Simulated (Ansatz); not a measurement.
Run this with Ansatz 0.2.0 through its Python package and show what comes out.

`znse_pdos.py`
```python
'''Projected density of states of ZnSe.'''

import ansatz as az
import numpy as np

lattice = az.Lattice.of(
    (4.107702, 0.0, 0.0),
    (0.0, 4.107702, 0.0),
    (0.0, 0.0, 6.07035),
)
sites = [
    ('Zn', (0.0, 0.0, 0.0)),
    ('Zn', (0.5, 0.5, 0.0)),
    ('Se', (0.0, 0.5, 0.24628)),
    ('Se', (0.5, 0.0, 0.75372)),
]
system = az.Crystal(lattice=lattice)
for symbol, position in sites:
    system = system.atom(symbol, position)

model = system.calculation()
model = model.kpoints(6, 6, 4)
model = model.occupations(az.OccupationsMethod.FIXED)
model = model.functional('lda')
model = model.scf(extra_bands=14)
model = model.density_of_states(projected=True, method='smearing', broadening_width=0.15, energy_step=0.1)
def show(event):
    row = event['data']
    if event['event'] == 'scf_iter' and row.get('harris_foulkes_ev') is not None:
        print(f'  iteration {row["iter"]:3d}  Harris-Foulkes {row["harris_foulkes_ev"]:.5f} eV  residual {row["dr2_ev"]:.2e}')


done = model.session().plan().execute(on_event=show)
data = done.report

dos = done.density_of_states()
energy = np.asarray(dos.energies_ev) - dos.fermi_ev
curves = {}
for site in done.projected_density_of_states().sites:
    for shell in site.shells:
        weight = sum(np.sum(curve.g_bin_mean_per_ev, axis=0) for curve in shell.curves)
        name = f'{site.species} {shell.label}'
        curves[name] = curves.get(name, 0) + weight

print('E-EF   ' + ' '.join(f'{name:>8s}' for name in curves))
for e in np.arange(-6, 4 + 0.1, 0.5):
    print(f'{e:5.1f}  ' + ' '.join(f'{np.interp(e, energy, g):8.3f}' for g in curves.values()))
```

```console
$ python znse_pdos.py
DeckWarning: basis.ecutwfc = 420 eV, auto-derived from the records' recommended cutoffs: set by Zn (normal level)
  iteration   1  Harris-Foulkes -17260.78673 eV  residual 1.11e-02
  iteration   2  Harris-Foulkes -17260.78473 eV  residual 3.50e-03
  iteration   3  Harris-Foulkes -17260.78427 eV  residual 1.25e-03
  iteration   4  Harris-Foulkes -17260.78412 eV  residual 8.00e-05
  iteration   5  Harris-Foulkes -17260.78413 eV  residual 1.21e-05
  iteration   6  Harris-Foulkes -17260.78413 eV  residual 7.96e-07
  iteration   7  Harris-Foulkes -17260.78413 eV  residual 1.21e-07
  iteration   8  Harris-Foulkes -17260.78413 eV  residual 2.91e-09
E-EF      Zn 4S    Zn 3D    Se 4S    Se 4P    Se 3D
 -6.0     0.007    3.054    0.016    0.018    0.000
 -5.5     0.000    0.000    0.000    0.000    0.000
 -5.0     0.015    0.002    0.003    0.032    0.000
 -4.5     0.814    0.203    0.219    1.554    0.000
 -4.0     1.084    0.345    0.301    1.954    0.000
 -3.5     0.001    0.001    0.001    0.010    0.000
 -3.0     0.308    0.062    0.004    1.419    0.000
 -2.5     0.032    0.055    0.004    1.561    0.000
 -2.0     0.009    0.053    0.001    1.382    0.000
 -1.5     0.044    0.178    0.014    3.602    0.000
 -1.0     0.043    0.207    0.022    3.979    0.000
 -0.5     0.003    0.077    0.004    1.508    0.000
  0.0     0.000    0.031    0.000    0.566    0.000
  0.5     0.000    0.000    0.000    0.000    0.000
  1.0     0.000    0.000    0.000    0.000    0.000
  1.5     0.010    0.000    0.001    0.003    0.000
  2.0     0.079    0.000    0.001    0.005    0.000
  2.5     0.599    0.003    0.050    0.301    0.000
  3.0     0.479    0.002    0.054    0.361    0.000
  3.5     1.627    0.010    0.087    1.294    0.000
  4.0     1.142    0.006    0.060    1.028    0.000
```
(Warnings from the package without file and line.)

What to keep in mind:
- Total energies depend on the potentials; only differences at equal settings carry meaning. A total without «per atom» is that of the whole cell that was run.
- Semilocal gaps usually lie well under measured ones.
- Under fixed occupations the level called the Fermi level is the highest filled one on the SCF mesh; off the mesh a filled band can lie a little above it.
- The crystal has a gap of about 1.71 eV on the mesh; density of states inside it is the tail of the broadening.
- The structure comes from a database of computed cells and needn't be a stable or known phase.
- Curves are summed over the cell's atoms. Only shells that the potentials hold have channels, so projections don't add up to the total, least of all where a shell is missing (p of most metals); heights and places of peaks move with the mesh.
- The density of states is complete only as far up as bands were computed.
- The whole script took 7.3 s on 1 thread of Arm Neoverse V2, on a shared host, peak memory 0.45 GiB.
